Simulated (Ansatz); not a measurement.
Here is an Ansatz 0.2.0 calculation.

input.yaml

```yaml
crystal:
  lattice:
    - [0.0, 2.8338, 2.8338]
    - [2.8338, 0.0, 2.8338]
    - [2.8338, 2.8338, 0.0]
  atoms:
    - { symbol: Se, position: [0.75, 0.75, 0.75] }
    - { symbol: Zn, position: [0.0, 0.0, 0.0] }
kpoints:
  mp_grid: { grid: [8, 8, 8] }
  band_path:
    path:
      - [0.0, 0.0, 0.0]
      - [0.5, 0.0, 0.5]
      - [0.5, 0.25, 0.75]
      - [0.375, 0.375, 0.75]
      - [0.0, 0.0, 0.0]
      - [0.5, 0.5, 0.5]
      - [0.625, 0.25, 0.625]
      - [0.5, 0.25, 0.75]
    npoints: 6
scf:
  occupations: { method: fermi_dirac, width: 0.05 }
hamiltonian:
  xc: pbesol
  pseudopotentials:
    kind: all_electron
    lapw: { basis_error: 0.001 }
    relativity: none
output:
  forces: true
  stress: true
  eigenvalues: true
```

Potentials or basis: all-electron LAPW, non-relativistic.

Command:

```bash
$ ansatz run input.yaml --threads 1 --pin off --max-ram 3072MiB --backend cpu --events-out ev --progress --plain --runs-dir out
```

Task: What does it give for the band gap along the path?

Result: 1.73 eV, direct.

Task: What does it give for the pressure?

Result: -0.1 GPa.

Levels at the corners of the path, in eV from the valence-band top:
```tsv
point	band 19	band 20	band 21	band 22	band 23	band 24	band 25	band 26
Γ	-6.47	0.00	0.00	0.00	1.73	5.76	5.76	5.76
X	-6.26	-4.71	-2.19	-2.19	2.90	3.51	10.74	11.26
W	-6.14	-4.57	-2.81	-2.68	5.35	5.75	7.02	7.56
K	-6.18	-4.62	-3.13	-1.79	3.57	5.64	8.98	9.23
Γ	-6.47	0.00	0.00	0.00	1.73	5.76	5.76	5.76
L	-6.29	-5.18	-0.86	-0.86	2.78	6.30	6.30	8.43
U	-6.18	-4.62	-3.13	-1.79	3.57	5.64	8.98	9.23
W	-6.14	-4.57	-2.81	-2.68	5.35	5.75	7.02	7.56
```

Caveat: relativity is left out, which matters for the heavier elements.

**The experiment to reproduce.**

From “Alloy Disordering Effects on the Thermal Conductivity and Energy Gap Temperature Dependence of Cd1−xZnxSe Ternary Crystals Grown by the Bridgman Method”, 2023, pmc:10253836, for a bulk crystal of ZnSe at 300 K: band gap 2.695 ± 0.003 eV (an exciton energy, a little under the gap).

Against the measured gap of ZnSe, 2.695 eV (an exciton energy, a little under the gap; 300 K; “Alloy Disordering Effects on the Thermal Conductivity and Energy Gap Temperature Dependence of Cd1−xZnxSe Ternary Crystals Grown by the Bridgman Method”, 2023, pmc:10253836), the calculated 1.73 eV is off by -0.97 eV. Spin-orbit coupling on Se is left out. The value is that of PBEsol, without temperature or zero-point motion. Semilocal functionals fall short of measured gaps as a rule.
